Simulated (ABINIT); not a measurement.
# InP (F-43m): G0W0 in ABINIT against the bands in the screening, part 2 of 2

How does the gap of InP (F-43m) converge in the bands in the screening?

ABINIT 10.8.3; PBE and many-body steps on it, plane waves. Known limits of the many-body steps: not at the basis limit; exchange with frozen shells missing; mesh may overstate the screening; no spin-orbit coupling; coarse k mesh.

So far. Step 2 (Screening, 4×4×4 mesh, 17 bands, screening to 106.1 eV): Local fields lower ε∞ by 6 %. On a Γ-centred mesh this coarse the value itself is usually too large, while a short band sum pulls it down. Step 3 (17 bands): The gap on the mesh goes from 0.71 eV to 1.13 eV, a correction of +0.42 eV.

The database entry behind the starting cell differs from later determinations by our own check (0.1 to 0.3 % short, probably kX units), so it need not match the best structure at ambient conditions.

### Step 5. 29 bands

This step: G0W0 on PBE, plane waves, norm-conserving pseudopotentials.

Input file run.abi:

```
acell 3*1.0 Angstrom
rprim 
  -0.000000000000 2.930500000000 2.930500000000
  2.930500000000 -0.000000000000 2.930500000000
  2.930500000000 2.930500000000 -0.000000000000
ntypat 2
znucl 49 15
natom 2
typat 1 2
xred 
  0.000000000000 0.000000000000 0.000000000000
  0.250000000000 0.250000000000 0.250000000000
pp_dirpath "pseudos"
pseudos "In.upf, P.upf"
ecut 31
ngkpt 4 4 4
nshiftk 1
shiftk 0 0 0
kptopt 1
chksymbreak 0
istwfk *1
occopt 1
irdwfk 1
optdriver 4
nband 29
gwcalctyp 0
ecutsigx 31
symsigma 1
nkptgw 1
kptgw 
  0.0000000000 0.0000000000 0.0000000000
bdgw 
  7 13
ecuteps 3.9
irdscr 1
ppmodel 1
indata_prefix "in"
outdata_prefix "out"
tmpdata_prefix "tmp"
```

Started as:

```
> OMP_NUM_THREADS=1 mpirun -n 4 abinit run.abi > log
```

What it wrote:

```text
.Version 10.8.3 of ABINIT. v10.8.2 released Aug 2026.

 Symmetries : space group F-4 3 m (#216); Bravais cF (face-center cubic)
[... echo of the input left out ...]
== DATASET  1 ==================================================================
-   mpi_nproc: 4, omp_nthreads: 1 (-1 if OMP is not activated)

--- !DatasetInfo
iteration_state: {dtset: 1, }
dimensions: {natom: 2, nkpt: 8, mband: 29, nsppol: 1, nspinor: 1, nspden: 1, mpw: 2826, }
cutoff_energies: {ecut:  31.0, pawecutdg:  -1.0, }
electrons: {nelect:   1.80000000E+01, charge:   0.00000000E+00, occopt:   1.00000000E+00, tsmear:   1.00000000E-02, }

 SIGMA: Calculation of the GW corrections

 Based on a program developped by R.W. Godby, V. Olevano, G. Onida, and L. Reining.
 Incorporated in ABINIT by V. Olevano, G.-M. Rignanese, and M. Torrent.
.Using double precision arithmetic ; gwpc =  8

[... cell and pseudopotentials left out ...]
--------------------------------------------------------------------------------

 ==== K-mesh for the wavefunctions ====
 Number of points in the irreducible wedge :     8
[... list of points left out ...]
 Together with 24 symmetry operations and time-reversal symmetry
 yields    64 points in the full Brillouin Zone.

 ==== Q-mesh for screening function ====
 Number of points in the irreducible wedge :     8
[... list of points left out ...]
 Together with 24 symmetry operations and time-reversal symmetry
 yields    64 points in the full Brillouin Zone.

 vcoul_init : cutoff-mode = AUXILIARY_FUNCTION
 q-points for optical limit:   1
     1)      0.000010    0.000020    0.000030
 setmesh: FFT mesh size selected  =    40x   40x   40
          total number of points  =        64000

 Number of electrons calculated from density =   18.0000; Expected =   18.0000
[...]
number of q-points in BZ                           64
 number of frequencies for dSigma/dE                 9
 frequency step for dSigma/dE [eV]                0.25
 number of omega for Sigma on real axis              0
 max omega for Sigma on real axis  [eV]           0.00
 zcut for avoiding poles [eV]                     0.10

 EPSILON^-1 parameters (SCR file):
 dimension of the eps^-1 matrix on file            137
 dimension of the eps^-1 matrix used               137
 number of plane-waves for wavefunctions          2741
 number of bands                                    29
 number of q-points in IBZ                           8
 number of frequencies                               2
 number of real frequencies                          1
 number of imag frequencies                          1

 matrix elements of self-energy operator (all in [eV])

 Perturbative Calculation

--- !SelfEnergy_ee
iteration_state: {dtset: 1, }
kpoint     : [   0.000,    0.000,    0.000, ]
spin       : 1
KS_gap     :    0.709
QP_gap     :    1.048
Delta_QP_KS:    0.339
data: !SigmaeeData |
     Band     E0 <VxcDFT>   SigX SigC(E0)      Z dSigC/dE  Sig(E)    E-E0       E
        7   4.474 -12.528 -14.199   1.994   0.773  -0.294 -12.279   0.250   4.723
        8   4.474 -12.528 -14.199   1.994   0.773  -0.294 -12.279   0.250   4.723
        9   4.474 -12.528 -14.199   1.994   0.773  -0.294 -12.279   0.250   4.723
       10   5.183 -11.291  -7.493  -3.051   0.788  -0.269 -10.702   0.588   5.772
       11   8.562 -10.216  -6.368  -3.271   0.795  -0.258  -9.757   0.459   9.021
       12   8.562 -10.216  -6.368  -3.271   0.795  -0.258  -9.757   0.459   9.021
       13   8.562 -10.216  -6.368  -3.271   0.795  -0.258  -9.757   0.459   9.021

== END DATASET(S) ==============================================================
================================================================================

 -outvars: echo values of variables after computation  --------
           etotal      0.0000000000E+00
            nband          29
             nkpt           8
          spgroup         216
 [... the other variables as echoed above ...]

 Calculation completed.
```

Elapsed: 3.1 s, on 4 MPI ranks of Arm Neoverse V1, shared host; peak memory 0.34 GiB.

Numbers from this step:

```yaml
g0w0_gap_on_the_points_computed: 1.049 eV
starting_gap_on_the_mesh: 0.7094 eV
k_of_the_valence_top: 0, 0, 0
k_of_the_conduction_bottom: 0, 0, 0
z_at_the_valence_top: 0.773
z_at_the_conduction_bottom: 0.788
least_direct_g0w0_gap_on_the_computed_points: 1.049 eV
```

Against the run before, the gap moves by −0.081 eV.

### Step 6. Screening, 4×4×4 mesh, 56 bands, screening to 106.1 eV

This step: RPA screening on PBE, plane waves, norm-conserving pseudopotentials.

Edit run.abi of step 5 so:

```diff
@@ -23,15 +23,8 @@
 irdwfk 1
-optdriver 4
-nband 29
-gwcalctyp 0
-ecutsigx 31
-symsigma 1
-nkptgw 1
-kptgw 
-  0.0000000000 0.0000000000 0.0000000000
-bdgw 
-  7 13
+optdriver 3
+nband 56
 ecuteps 3.9
-irdscr 1
-ppmodel 1
+inclvkb 2
+awtr 1
+symchi 1
 indata_prefix "in"
```

What it wrote:

```text
.Version 10.8.3 of ABINIT. v10.8.2 released Aug 2026.

 Symmetries : space group F-4 3 m (#216); Bravais cF (face-center cubic)
[... echo of the input left out ...]
== DATASET  1 ==================================================================
-   mpi_nproc: 4, omp_nthreads: 1 (-1 if OMP is not activated)

--- !DatasetInfo
iteration_state: {dtset: 1, }
dimensions: {natom: 2, nkpt: 8, mband: 56, nsppol: 1, nspinor: 1, nspden: 1, mpw: 2826, }
cutoff_energies: {ecut:  31.0, pawecutdg:  -1.0, }
[...]
--------------------------------------------------------------------------------
[... chi0 elements left out ...]
 For q-point:  0.000010 0.000020 0.000030
  dielectric constant =  42.7203
  dielectric constant without local fields =  45.1794

  Average fulfillment of the sum rule on Im[epsilon] for q-point    1 :     57.89  [%]
[... wings left out ...]
  q-point number  2        q = ( 0.250000, 0.000000, 0.000000) [r.l.u.]
--------------------------------------------------------------------------------
[... chi0 elements left out ...]
  Average fulfillment of the sum rule on Im[epsilon] for q-point    2 :     80.57  [%]

 [... 6 further q-points ...]
```

Elapsed: 9.9 s, on 4 MPI ranks; peak memory 0.52 GiB.

This step gave:

* ε∞ with local fields, on this mesh, along the program's q direction: 42.72
* the same without local fields: 45.18
* plasma frequency: 22.21 eV
* plane waves in the screening matrix: 137

### Step 7. 56 bands

This step: G0W0 on PBE, plane waves, norm-conserving pseudopotentials.

Edit run.abi of step 6 so:

```diff
@@ -23,8 +23,15 @@
 irdwfk 1
-optdriver 3
-nband 56
+optdriver 4
+nband 29
+gwcalctyp 0
+ecutsigx 31
+symsigma 1
+nkptgw 1
+kptgw 
+  0.0000000000 0.0000000000 0.0000000000
+bdgw 
+  7 13
 ecuteps 3.9
-inclvkb 2
-awtr 1
-symchi 1
+irdscr 1
+ppmodel 1
 indata_prefix "in"
```

What it wrote:

```text
.Version 10.8.3 of ABINIT. v10.8.2 released Aug 2026.

 Symmetries : space group F-4 3 m (#216); Bravais cF (face-center cubic)
[... echo of the input left out ...]
== DATASET  1 ==================================================================
-   mpi_nproc: 4, omp_nthreads: 1 (-1 if OMP is not activated)

--- !DatasetInfo
iteration_state: {dtset: 1, }
dimensions: {natom: 2, nkpt: 8, mband: 29, nsppol: 1, nspinor: 1, nspden: 1, mpw: 2826, }
cutoff_energies: {ecut:  31.0, pawecutdg:  -1.0, }
[...]
11   8.562 -10.216  -6.368  -3.332   0.796  -0.256  -9.805   0.411   8.973
       12   8.562 -10.216  -6.368  -3.332   0.796  -0.256  -9.805   0.411   8.973
       13   8.562 -10.216  -6.368  -3.332   0.796  -0.256  -9.805   0.411   8.973

== END DATASET(S) ==============================================================
================================================================================

 -outvars: echo values of variables after computation  --------
           etotal      0.0000000000E+00
            nband          29
             nkpt           8
          spgroup         216
 [... the other variables as echoed above ...]

 Calculation completed.
```

Wall time 3.1 s (4 MPI ranks); peak memory 0.38 GiB.

Numbers from this step:

| Item | Value |
| --- | --- |
| G0W0 gap on the points computed | 1.012 eV |
| starting gap on the mesh | 0.7094 eV |
| k of the valence top | 0, 0, 0 |
| k of the conduction bottom | 0, 0, 0 |
| least direct G0W0 gap on the computed points | 1.012 eV |

Against the run before, the gap moves by −0.037 eV.

### Step 8. Side by side

Times are wall times on 4 MPI ranks of Arm Neoverse V1, shared host, good to a factor of about two. A run's time includes the screening step that it read.

```csv
run,mesh,bands,screening cutoff (eV),DFT gap (eV),gap on the mesh (eV),direct (eV),ε∞ used,time
17 bands,4×4×4,29,106.1,0.709,1.130,1.130,42.17,6.8 s
29 bands,4×4×4,29,106.1,0.709,1.049,1.049,42.45,8.6 s
56 bands,4×4×4,29,106.1,0.709,1.012,1.012,42.72,13 s
```

### Step 9. Outcome

| Quantity | Value |
| --- | --- |
| 17 bands | 1.130 eV |
| 29 bands | 1.049 eV |
| 56 bands | 1.012 eV |
| known limits | not at the basis limit; exchange with frozen shells missing; mesh may overstate the screening; no spin-orbit coupling; coarse k mesh |

The setting moved: bands in the screening. From 17 bands to 56 bands the gap moves by −0.12 eV. The last step still moves it by −0.037 eV. Bands and screening cutoff are coupled, so a series along one setting does not show full convergence. Bands and cutoff are finite, so the gap is not at the basis limit. The miss can reach some tenths of an eV and take either sign; the mesh is an error of its own. In the G0W0 runs levels were corrected at 1 k point alone, so a gap called «on the mesh» is the least over those, and an edge elsewhere would be missed. The 4×4×4 mesh is coarse for this cell, which bears on the long-range parts of exchange and screening. The norm-conserving file of at least one element keeps a d shell over frozen s and p shells of the same row. Exchange with those shells is missing from the self-energy, an error of 0.3 to 0.9 eV in cases checked, whose sign depends on which edge lies on those atoms. The RPA ε∞ on this mesh reaches over 25; with a narrow direct gap a coarse mesh can overstate it, and the correction is then too small. The many-body steps are scalar-relativistic: spin-orbit coupling is not in them.

[Paths, hosts, dates, memory and timing lines, banners, echoed tables and standing remarks are left out of the program output.]

[Logs are printed without paths, hosts, clocks, repeated set-up lines and the standing remarks that a program may print on its own settings, such as how far it seeks lower states.]

[Runs of the session that timed out or met a known fault of the program may be left out.]

[Hosts, paths, dates, database ids (printed as entryN), source tags and the programs' standing remarks are cut or masked in the printed files.]

[G0W0 gaps are taken among the corrected bands and points alone; a level outside them can change the order at an edge.]

[Where Ansatz stands beside ABINIT at settings called matched, ABINIT's density can come from a denser mesh and the files from another edition; pairs whose starting gaps differed by over 0.03 eV were left out, so agreement reads better than it is.]
